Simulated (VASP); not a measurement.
**Zr: equation of state with LDA**

The system is Zr.

```
CELL_PARAMETERS angstrom
3.16228 0.00000 0.00000
-1.58114 2.73862 0.00000
0.00000 0.00000 5.06343
ATOMIC_POSITIONS crystal
Zr 0.66667 0.33333 0.75000
Zr 0.33333 0.66667 0.25000
```

```
Program             : VASP 6.6.1
Task                : equation of state
Functional          : LDA
Potentials or basis : VASP PAW LDA potentials, release 64 (Zr_sv)
Cutoff              : 520 eV
k mesh              : 8 × 8 × 4
Occupations         : fermi-dirac, width 0.05 eV
Spin                : no spin polarisation
```

| Item | Value |
| --- | --- |
| Equilibrium volume | 21.94 Å³/atom |
| Bulk modulus at fixed shape and positions | 104 GPa |
| Pressure derivative of the bulk modulus | 2.6 (rough: it moves with the points fitted) |

Energy against volume, from the lowest point:
| volume (Å³/atom) | energy (meV/atom) |
| --- | --- |
| 21.048 | 12.18 |
| 21.487 | 3.04 |
| 21.925 | 0.00 |
| 22.364 | 2.64 |
| 22.802 | 10.57 |

All runs of the series together: 53 s on 1 thread of Intel(R) Xeon(R) Platinum 8375C CPU @ 2.90GHz (Ice Lake), on a shared host.

Caveat: the fit is doubtful: noisy points or a state that changes with volume; the cell was scaled at fixed shape and fractional positions, which overstates the stiffness of a crystal with free parameters, most of all of layers and chains.
